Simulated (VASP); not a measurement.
BaTiO3:

```
Ba Ti O
1.0
     3.98550    0.00000    0.00000
     0.00000    2.83690    2.84515
     0.00000   -2.83690    2.84515
Ba Ti O
1 1 3
Direct
  0.00000 0.00000 0.00000
  0.50000 0.51240 0.51240
  0.00000 0.48740 0.48740
  0.50000 0.50524 0.99184
  0.50000 0.99184 0.50524
```

```yaml
Program: VASP 6.6.1
Task: relaxation of cell and atoms
Functional: PBEsol
Dispersion: D3(BJ)
Potentials_or_basis: VASP PAW PBE potentials, release 64 (Ba_sv, Ti_sv, O)
Cutoff: 520 eV
k_mesh: 8 × 8 × 8
Occupations: gaussian, width 0.02 eV
Spin: no spin polarisation
```

At the start: pressure -5.6 GPa; volume 12.87 Å³/atom.

Q: How do energy, volume and symmetry change on relaxing?

A: Over 12 steps the energy falls by 10.3 meV/atom and the volume is 12.50 Å³/atom (-2.9 %); space group Amm2 (No. 38, to 0.05 Å).

Step by step:
```csv
step,energy change (eV),largest force (eV/Å),pressure (GPa),volume (Å³)
1,0.0000,0.2765,-5.55,64.34
2,0.0030,0.3234,7.05,60.27
3,-0.0400,0.2020,0.22,62.29
4,-0.0449,0.1490,0.17,62.31
5,-0.0503,0.0672,0.07,62.36
6,-0.0514,0.0384,0.02,62.43
7,-0.0514,0.0382,0.02,62.43
8,-0.0516,0.0168,0.01,62.45
9,-0.0516,0.0097,0.00,62.47
10,-0.0516,0.0078,0.00,62.48
11,-0.0516,0.0062,0.01,62.48
12,-0.0516,0.0020,-0.01,62.50
```

Final structure:
```xyz
5
Lattice="3.9470 0.0000 0.0000 0.0000 2.8111 2.8165 0.0000 -2.8111 2.8165" Properties=species:S:1:pos:R:3 pbc="T T T"
Ba    0.0000    0.0000    0.0243
Ti    1.9735    0.0000    2.9029
O     0.0000    0.0000    2.7810
O     1.9735   -1.3887    4.1783
O     1.9735    1.3887    4.1783
```

Caveat: the PAW data sets were made with another functional, which shifts forces and pressure a little.
